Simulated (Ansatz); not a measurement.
Bulk crystal (CuO) after relaxation:

```cif
data_structure
_symmetry_space_group_name_H-M 'Cccm'
_symmetry_Int_Tables_number 66
_cell_length_a 4.1643
_cell_length_b 4.1759
_cell_length_c 5.1513
_cell_angle_alpha 90.000
_cell_angle_beta 90.000
_cell_angle_gamma 90.000
_cell_volume 89.58
loop_
_atom_site_label
_atom_site_type_symbol
_atom_site_symmetry_multiplicity
_atom_site_Wyckoff_symbol
_atom_site_fract_x
_atom_site_fract_y
_atom_site_fract_z
_atom_site_occupancy
Cu1 Cu 4 f 0.25000 0.25000 0.50000 1
O1 O 4 b 0.50000 0.00000 0.75000 1
```

Miller indices refer to the conventional cell of Cccm (No. 66), a = 4.164 Å, b = 4.176 Å, c = 5.151 Å, α = 90.00°, β = 90.00°, γ = 90.00°.

The (001) slab of 13 planes, 15.5 Å thick with 15 Å of vacuum as cut; outer planes O (top) and O (bottom).

Theory: Ansatz 0.2.0, DFT PBE, scalar-relativistic, plane waves, PAW. Settings: cutoff 420 eV, Γ-centred mesh 12×12×1 on the computed 13-atom cell, Gaussian smearing of 0.10 eV; no spin polarisation. A dipole correction removes the field between periodic images along c.

The slab isn't stoichiometric (Cu6O7), so its surface energy depends on the chemical potentials; it is given with the excess atoms taken from the element's standard state, a limit at which the compound may itself be unstable, so the figure can be too low.

Results for the relaxed slab:

```yaml
Surface_energy_with_the_excess_atoms_taken_from_the_elements: 1.51 J/m²
Work_function: 8.22 eV
```

Relaxation lowers the energy by 0.394 J/m² a face; the largest move is 0.183 Å.

```tsv
plane (bottom to top)	atoms	spacing to next, bulk (Å)	relaxed (Å)	change (%)
1	O	1.288	1.111	-13.7
2	Cu	1.288	1.283	-0.4
3	O	1.288	1.285	-0.2
4	Cu	1.288	1.292	+0.3
5	O	1.288	1.280	-0.6
6	Cu	1.288	1.293	+0.4
7	O	1.288	1.293	+0.4
8	Cu	1.288	1.280	-0.6
9	O	1.288	1.292	+0.3
10	Cu	1.288	1.285	-0.2
11	O	1.288	1.283	-0.4
12	Cu	1.288	1.111	-13.7
13	O
```

Spin polarisation was left out, and a magnetic state may lie lower.

The reference crystal is a form of CuO, which isn't its usual structure.